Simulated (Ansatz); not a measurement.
# TiO2: the cost of one run

The runs shown are made with Ansatz 0.2.0. PAW datasets, plane waves, zero pressure. The calculation is spin-unpolarised, and the structure need not be a phase that has been made.

## (1) Starting point

The symmetry is Pca2_1 (No. 29, orthorhombic); a = 5.006 Å, b = 4.800 Å, c = 4.827 Å in the conventional setting, 9.67 Å³ an atom. Ti has 7 O at 1.94–2.14 Å; O has 3 Ti at 1.94–2.05 Å; O has 4 Ti at 2.02–2.14 Å.

The structure in full:

```cif
data_structure
_symmetry_space_group_name_H-M 'P 1'
_symmetry_Int_Tables_number 1
_cell_length_a 5.0059
_cell_length_b 4.8000
_cell_length_c 4.8268
_cell_angle_alpha 90.000
_cell_angle_beta 90.000
_cell_angle_gamma 90.000
_cell_volume 115.98
loop_
_atom_site_label
_atom_site_type_symbol
_atom_site_fract_x
_atom_site_fract_y
_atom_site_fract_z
_atom_site_occupancy
Ti1 Ti 0.03301 0.26748 0.24144 1
Ti2 Ti 0.46699 0.26748 0.74144 1
Ti3 Ti 0.53301 0.73252 0.24144 1
Ti4 Ti 0.96699 0.73252 0.74144 1
O1 O 0.36787 0.07135 0.37927 1
O2 O 0.13213 0.07135 0.87927 1
O3 O 0.73395 0.46012 0.49229 1
O4 O 0.76605 0.46012 0.99229 1
O5 O 0.26605 0.53988 0.99229 1
O6 O 0.23395 0.53988 0.49229 1
O7 O 0.86787 0.92865 0.37927 1
O8 O 0.63213 0.92865 0.87927 1
```

## (2) Relaxing with PBE

Contents of input.yaml:

```yaml
crystal:
  lattice:
    - [5.00593986, 0.0, 0.0]
    - [0.0, 4.80002336, 0.0]
    - [0.0, 0.0, 4.82680248]
  atoms:
    - { symbol: Ti, position: [0.033006, 0.26747918, 0.24144035] }
    - { symbol: Ti, position: [0.466994, 0.26747918, 0.74144035] }
    - { symbol: Ti, position: [0.533006, 0.73252082, 0.24144035] }
    - { symbol: Ti, position: [0.966994, 0.73252082, 0.74144035] }
    - { symbol: O, position: [0.36787255, 0.0713546, 0.37926726] }
    - { symbol: O, position: [0.13212745, 0.0713546, 0.87926726] }
    - { symbol: O, position: [0.73394852, 0.46011695, 0.49229239] }
    - { symbol: O, position: [0.76605148, 0.46011695, 0.99229239] }
    - { symbol: O, position: [0.26605148, 0.53988305, 0.99229239] }
    - { symbol: O, position: [0.23394852, 0.53988305, 0.49229239] }
    - { symbol: O, position: [0.86787255, 0.9286454, 0.37926726] }
    - { symbol: O, position: [0.63212745, 0.9286454, 0.87926726] }
kpoints:
  mp_grid: { grid: [6, 6, 6] }
hamiltonian:
  xc: pbe
scf:
  occupations: { method: fermi_dirac, width: 0.02 }
relax:
  f_tol: 0.005
  cell: {}
```

What time and memory should one allow on 1 × NVIDIA H100 80GB HBM3 with 2 threads of AMD EPYC 7R13 (Zen 3), shared host?

About 29 s, with a peak of 1.3 GiB on the host.
